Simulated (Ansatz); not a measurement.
# HfN: moving N off its site

HfN, Fm-3m, a = 4.518 Å (as given, not relaxed at this level: -3.0 GPa). Ansatz: PBEsol, PAW, 420 eV, Γ-centred 18×18×18 mesh on 2 atoms, Gaussian smearing 0.15 eV; no spin polarisation.

```xyz
2
Lattice="0.0000 2.2590 2.2590 2.2590 0.0000 2.2590 2.2590 2.2590 0.0000" Properties=species:S:1:pos:R:3 pbc="T T T"
Hf    0.0000    0.0000    0.0000
N     2.2590    2.2590    2.2590
```

Atom 2 (N) moves by x along the unit vector (0.000, -0.707, -0.707), with its periodic images; all else is held. y is the free energy of the cell over the start, F the force along the path summed over the moved atoms. Symmetry makes y even in x.

| x (Å) | y (meV) | F (eV/Å) |
| --- | --- | --- |
| -0.200 | 227.5 | 2.26 |
| -0.100 | 57.5 | 1.15 |
| 0.000 | 0.0 | 0.00 |
| 0.025 | 3.6 | -0.29 |
| 0.050 | 14.4 | -0.58 |
| 0.075 | 32.4 | -0.86 |
| 0.125 | 89.7 | -1.42 |
| 0.150 | ? | ? |
| 0.175 | 174.6 | -1.98 |

Question: Fit y = c2 x² + c4 x⁴ to the energies of the other rows, give the force constant, and predict energy and force of the missing row.

Answer: Least squares on the rows shown. y = 5768.5 x² − 2062.7 x⁴. The force constant is 2 c2 = 11.5 eV/Å², for the cell as given, at -3.0 GPa (for all images moving together, not for a lone atom). With two atoms in a cubic cell this is the optical mode at Γ (in a metal it hangs on mesh and smearing): ω = 521.5 √(2 c2/μ) = 492 cm⁻¹ for μ = 12.99 u. The force −dy/dx at the missing row is -1.70 eV/Å (computed -1.70). At x = 0.150 the fit asked for gives 128.7 meV. The run gave 128.7 meV, the same to the digits shown.

The cell has an odd number of electrons and ran without spin polarisation, so a magnetic or disproportionated state may lie lower. Spin–orbit coupling is left out, which can shift energies with elements as heavy as these.

Nitrogen sits in a stiff, nearly harmonic well: the energy rises on either side of the octahedral site, and the negative quartic term softens it only slightly even at the largest displacement. The restoring force probably comes mainly from short-range Hf–N repulsion, which grows as nitrogen closes on some of its neighbours. The path points between two Hf neighbours rather than straight at one, which probably explains why the repulsive wall doesn't make the quartic term positive; a path along a Hf–N bond could well give a different sign.

The mode lies as high as 492 cm⁻¹ because the light nitrogen carries most of the motion. As carriers in the metal screen the long-range dipole field, no LO–TO splitting is expected at Γ. The negative pressure means the cell is stretched, so relaxing it would probably shorten the bonds and stiffen the mode. The positive curvature shows stability against this zone-centre displacement only, not against distortions at other wave vectors.
